How far does the band gap of a semiconductor depend on what the density functional is allowed to know? The simplest answer is a ladder. LDA knows only the local electron density, a GGA also knows its gradient, and a meta-GGA adds the kinetic-energy density of the orbitals. If each ingredient widens the gap, the functional's class should tell roughly where its gap will lie. Wurtzite CdSe, with the atoms held in the same places throughout, puts this to the test.

Plane-wave PAW DFT with GPAW 26.7.0 for wurtzite CdSe in one fixed cell, with a 600 eV cutoff, a 5 × 5 × 3 k mesh and Fermi-Dirac smearing of 0.05 eV. The gaps include spin-orbit coupling, added after self-consistency by second variation; for the meta-GGAs the spin-orbit term leaves out the exchange-correlation potential.

| functional | potentials | gap on path (eV) | direct gap on path (eV) |
| --- | --- | --- | --- |
| LDA | GPAW-PAW-data-sets-(gpaw-data-1.2.1) | 0.294 | 0.294 |
| RPBE | GPAW-PAW-data-sets-(gpaw-data-1.2.1) | 0.747 | 0.747 |
| r2SCAN | GPAW-PAW-data-sets-(gpaw-data-1.2.1) | 1.049 | 1.049 |
| M06-L | GPAW-PAW-data-sets-(gpaw-data-1.2.1) | 1.010 | 1.010 |
| MS2 | GPAW-PAW-data-sets-(gpaw-data-1.2.1) | 0.915 | 0.915 |
| PBEint | PAW-data-sets-made-by gpaw-setup-for-the-functional | 0.546 | 0.546 |
| SCAN | GPAW-PAW-data-sets-(gpaw-data-1.2.1) | 0.948 | 0.948 |
| WC | PAW-data-sets-made-by gpaw-setup-for-the-functional | 0.416 | 0.416 |
| mBEEF | GPAW-PAW-data-sets-(gpaw-data-1.2.1) | 1.254 | 1.254 |
| optPBE-vdW | GPAW-PAW-data-sets-(gpaw-data-1.2.1) | 0.567 | 0.567 |
| revTPSS | GPAW-PAW-data-sets-(gpaw-data-1.2.1) | 0.771 | 0.771 |
| vdW-DF2 | GPAW-PAW-data-sets-(gpaw-data-1.2.1) | 0.372 | 0.372 |

The column "gap on path" is the smallest energy difference between filled and empty states along the band path. "Direct gap on path" is the smallest difference at one and the same wave vector. The two agree in every row, so the gap is direct with every functional and the rows compare the same kind of transition. All values lie far below the measured gap, which is roughly 1.8 eV as a recalled value. This is a known failing of such functionals: their potential misses all or much of the upward jump that it should make when an electron is added to the solid.

**The ladder and its two weak places**

The coarse order holds. LDA gives the smallest gap, and each of the six meta-GGAs gives a larger one than any functional of the other classes. The rows are a selection, however: runs that failed or met a known fault of the program are left out, as are some with graver warnings. The order is thus shown for these twelve functionals, not for their classes as a whole. Within it two rows stand out. vdW-DF2, whose exchange depends on the gradient, falls back to the lower end, between LDA and the GGA called WC. revTPSS, a meta-GGA, hardly rises above the GGA called RPBE.

Neither break comes from a difference in geometry, since all rows share one cell, or from spin-orbit coupling. The coupling lowers every gap by 0.12 to 0.13 eV. In r2SCAN, where the band edges are available with and without it, nearly the whole effect is a rise of the valence edge. This is expected for a valence edge of selenium p character facing a conduction edge of s character, because an s state has no orbital moment to couple to. The calculations carry a warning that their spin-orbit splittings may be too wide, so the gaps may be somewhat too small, but a shift so nearly common to all rows can't create the differences between them.

**Why a gradient should matter**

A GGA multiplies the local exchange energy by an enhancement factor, which grows with the reduced gradient s. This s is a dimensionless measure of how quickly the density changes over the typical wavelength of the electrons. The potential that an electron feels is the derivative of the energy with respect to the density, and it changes by different amounts near the nuclei, in the bonds and in the open space between atoms. The conduction edge, built mainly from s orbitals, samples these regions differently from the selenium p states at the valence edge. The two edges therefore shift by different amounts, and the gap changes.

This argument allows a change but doesn't fix its sign. The sign comes from the table: WC, PBEint and RPBE all have larger gaps than LDA. RPBE, which has the strongest enhancement of the three at large gradients, also has the widest gap. The simple picture is thus that stronger enhancement goes with a wider gap.

**vdW-DF2: strong enhancement, small gap**

The picture can be turned into an estimate without a fit to the gap of vdW-DF2. At s = 2 the known exchange formulas give enhancements over LDA of about 0.43 for optPBE-vdW, 0.46 for vdW-DF2 and 0.53 for RPBE. vdW-DF2 thus lies three tenths of the way from optPBE-vdW to RPBE, since (0.46 − 0.43)/(0.53 − 0.43) = 0.3.

If the gap followed in proportion, it would be 0.567 + 0.3 × (0.747 − 0.567) = 0.621 eV. The calculation gives 0.372 eV, which is lower by about 0.25 eV. This miss is more than a quarter of the whole spread of the table, which is 0.96 eV.

The size of this break depends on the choice of s, and s = 2 was chosen with hindsight because it puts the other gradient-dependent functionals in the right order. At s = 1 WC and PBEint change places, so a single enhancement value is only a rough guide. It also leaves out the correlation energy, which responds to the gradient differently in RPBE and in the two van der Waals functionals. Even at s = 2 the line from RPBE to optPBE-vdW, carried on to PBEint, misses the gap of that functional by about 0.1 eV, and carried on to LDA, which has no enhancement, it gives a negative gap, about 0.5 eV too low. The break itself survives the change: at s = 1 vdW-DF2 has the strongest enhancement of all these functionals and should have a gap at least as wide as that of RPBE. It would then fall short by nearly 0.4 eV. At s of about 3 and above, the curves of vdW-DF2 and optPBE-vdW are expected to meet, and the shortfall would shrink to about the direct difference of 0.195 eV between the two gaps, or somewhat less.

What sets vdW-DF2 apart? An obvious suspect is its non-local correlation, which links the densities at distant points and provides the van der Waals attraction. It belongs to the functional itself and is not a dispersion correction added afterwards. But optPBE-vdW also contains non-local correlation, and its gap is close to that of PBEint. The mere presence of this ingredient is therefore not enough to explain the low gap.

Three differences remain as possible causes. The exchange of vdW-DF2 rises with s along another curve, and the potential depends on the slope of that curve as well as on its height. The curve climbs early and then flattens: from s = 1 to s = 2 its enhancement grows by about 0.24, against 0.28 for optPBE-vdW and 0.34 for RPBE. From the known formulas its slope near s = 2 is expected to be the smallest of the five gradient-dependent functionals, which would put it at the low end, where its gap lies. The match doesn't hold at other gradients. At s = 1 the slope of vdW-DF2 is about 0.30, second only to that of RPBE, which would put its gap near the upper end of the five. By s = 3 the slope of RPBE has in turn dropped below that of vdW-DF2. Its non-local correlation also responds to density gradients with another strength. Finally, the atomic data sets used for both van der Waals functionals have frozen cores from a different functional, and this mismatch need not be equally harmless in the two cases. The table can't separate these causes, and the known formulas don't settle the matter either. The flattening of the exchange curve can explain the low gap only if gradients near s = 2 weigh most in it, which was not tested. What the break does show is that the height of the enhancement alone doesn't predict the gap. The size of the break is known only roughly, and its cause stays open.

**revTPSS: a meta-GGA that behaves like a GGA**

For the second break the class averages serve as the smooth reference. The mean gap of the three GGAs is 0.57 eV, and that of the five meta-GGAs other than revTPSS is 1.04 eV. revTPSS, at 0.77 eV, covers less than half of this step. The average hides a wide spread, however: MS2, the next meta-GGA above revTPSS, is only 0.14 eV higher. Its lead over RPBE is only 0.02 eV, too little to be ranked when the atomic data sets are not all made for their functionals.

Theory offers a likely reason. In a meta-GGA the energy depends on the kinetic-energy density, and each orbital feels an additional term proportional to the derivative of the energy with respect to that quantity. The term acts like a change of the electron's mass that varies from place to place. An orbital pays more where the derivative is large and positive and the orbital itself varies quickly. If the conduction state pays more than the valence state, this term widens the gap, although the rest of the potential can add to the change or offset it.

On this view, what counts is the sign and strength of the functional's response to the kinetic-energy density, and not whether the quantity appears in its formula. SCAN, r2SCAN and MS2 are built with a marked response. In the TPSS family, to which revTPSS belongs, the response is weaker, so the gap is expected to stay closer to that of a GGA. This explanation rests on the known form of the functionals, since the derivative itself was not evaluated for CdSe. The same reasoning suggests that another meta-GGA with a weak response will also stay near the GGAs, but it is not expected to rank those with a marked response among themselves.

At the upper end mBEEF stands about 0.2 eV above r2SCAN, the next highest. It follows the direction of the ladder, but the data don't show why it goes so much further. Its wide gap is also no proof of a better description, as it still falls short of the measured value by roughly half an electronvolt.

**The same functionals in relaxed cells**

A neighbouring series would let each functional choose its own cell and atomic positions; in the present cell every atom still feels a force of about 0.23 to 0.34 eV/Å along c, so the pressure alone gives only the expected direction of the change. At the present volume LDA is under tension and would shrink the crystal, while RPBE is under a pressure of about 4.8 GPa and would expand it. In CdSe compression widens the gap, so relaxation should raise the LDA value and lower that of RPBE. revTPSS is under a much smaller pressure, about 1.3 GPa, and its gap should fall less. The near coincidence of revTPSS and RPBE may therefore belong to this fixed cell, and relaxed cells could separate the two classes more clearly.

For vdW-DF2 no pressure is available, so the effect of relaxation on its break can't be judged in the same way. The open question is which part of the functional pulls its gap down. Two calculations in the same fixed cell would narrow it: one with atomic data sets made for vdW-DF2, and one that keeps its correlation but takes the exchange of optPBE-vdW. If the gap stayed low in both, the strength of the non-local correlation would become the main suspect.
